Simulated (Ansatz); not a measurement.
Base system: BeO in the wurtzite structure (space group P6_3mc, No. 186; a = 2.712 Å, c = 4.405 Å). Axes: x lies along a and z along c of the hexagonal cell.

Computed with DFT with PBE, PAW potentials and a 420 eV plane-wave cutoff in Ansatz (a quantum-chemistry and plane-wave program), no SOC.

Strains are applied to the cell and any free atomic positions relax; under biaxial strain the out-of-plane vector relaxes too.

One change was made to it. Results:

```tsv
quantity	base	after
valence-band top at Γ (three highest levels, from the VBM)	0.00, -0.04, -0.04 eV	0.00, -0.17, -0.29 eV
pressure (mean of the normal stresses, compression positive)	0.00 GPa	0.15 GPa
```

### Question
Which of these changes matches the shifts?
A. tensor shear ε_yz = −2.55 %
B. biaxial strain −0.22 %, plane normal [001], relaxed out of plane
C. strain tensor (xx, yy, zz, yz, xz, xy) = (−1.21, +0.18, +0.01, −0.08, +0.27, +0.78) %
D. uniaxial strain ε_yy = −1.43 %
E. isotropic strain −1.29 %

### Answer
A, tensor shear ε_yz = −2.55 %. For comparison, the valence-band top at Γ in the other runs: strain tensor (xx, yy, zz, yz, xz, xy) = (−1.21, +0.18, +0.01, −0.08, +0.27, +0.78) % gives 0.00, -0.07, -0.12 eV; uniaxial strain ε_yy = −1.43 % gives 0.00, -0.05, -0.08 eV; isotropic strain −1.29 % gives 0.00, -0.04, -0.04 eV; biaxial strain −0.22 %, plane normal [001], relaxed out of plane gives 0.00, -0.02, -0.02 eV.

The levels and masses belong to the bands next to the band gap. Stability against distortions was not tested.
